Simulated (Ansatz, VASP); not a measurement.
Two plane-wave programs on Si

```xyz
2
Lattice="0.0000 2.7169 2.7169 2.7169 0.0000 2.7169 2.7169 2.7169 0.0000" Properties=species:S:1:pos:R:3 pbc="T T T"
Si    4.0754    4.0754    4.0754
Si    2.7169    2.7169    2.7169
```

Alike in both runs: task relaxation of cell and atoms; functional PBEsol; k mesh 12 × 12 × 12; occupations gaussian, width 0.02 eV; no spin polarisation.

```csv
,VASP,Ansatz
version,VASP 6.6.1,Ansatz 0.2.0
potentials or method,"VASP PAW PBE potentials, release 64 (Si)","scalar-relativistic, plane waves, PAW"
plane-wave cutoff (eV),600,420
valence electrons in the cell,8,8
```

|  | VASP | Ansatz | Ansatz less VASP |
| --- | --- | --- | --- |
| gap on the k mesh at the Fermi level, each at its own relaxed structure (eV) | 0.46 | 0.46 | +0.003 |
| relaxed volume (Å³/atom) | 20.08 | 20.06 | -0.022 |
| relaxed cell length with the largest relative difference (Å) | 3.844 | 3.842 | -0.0014 |

Caveats: the PAW data sets were made with another functional, which shifts forces and pressure a little (VASP).
